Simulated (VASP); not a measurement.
**Al: relaxation of cell and atoms with PBE**

The system is Al.

```xyz
1
Lattice="0.0000 2.0196 2.0196 2.0196 0.0000 2.0196 2.0196 2.0196 0.0000" Properties=species:S:1:pos:R:3 pbc="T T T"
Al    0.0000    0.0000    0.0000
```

```yaml
Program: VASP 6.6.1
Task: relaxation of cell and atoms
Functional: PBE
Potentials_or_basis: VASP PAW PBE potentials, release 64 (Al)
Cutoff: 600 eV
k_mesh: 16 × 16 × 16
Occupations: methfessel-paxton, width 0.1 eV
Spin: no spin polarisation
Further_INCAR_settings: ALGO = Normal; EDIFF = 1e-07; IBRION = 2; EDIFFG = -0.005; NSW = 90; ISIF = 3
```

The pressure after relaxing is 0.0 GPa and the band gap on the k mesh is none (metal or under the smearing width).

Final structure:
```xyz
1
Lattice="0.0000 2.0196 2.0196 2.0196 0.0000 2.0196 2.0196 2.0196 0.0000" Properties=species:S:1:pos:R:3 pbc="T T T"
Al    0.0000    0.0000    0.0000
```

Levels at points of the mesh, in eV from the Fermi level:
```
           k point  band 1  band 2  band 3  band 4  band 5
(0.00, 0.00, 0.00)  -11.19   12.59   12.59   12.59   14.09
(0.50, 0.00, 0.00)   -4.64   -4.42   11.38   11.38   11.43
(0.50, 0.50, 0.00)   -2.97   -1.64    5.22    5.56    5.56
```

Run time: 3.8 s on 1 thread of Intel(R) Xeon(R) 6975P-C (Granite Rapids) (shared host), peak memory 0.14 GiB.

Caveat: the relaxation stopped at its first step, so nothing moved.
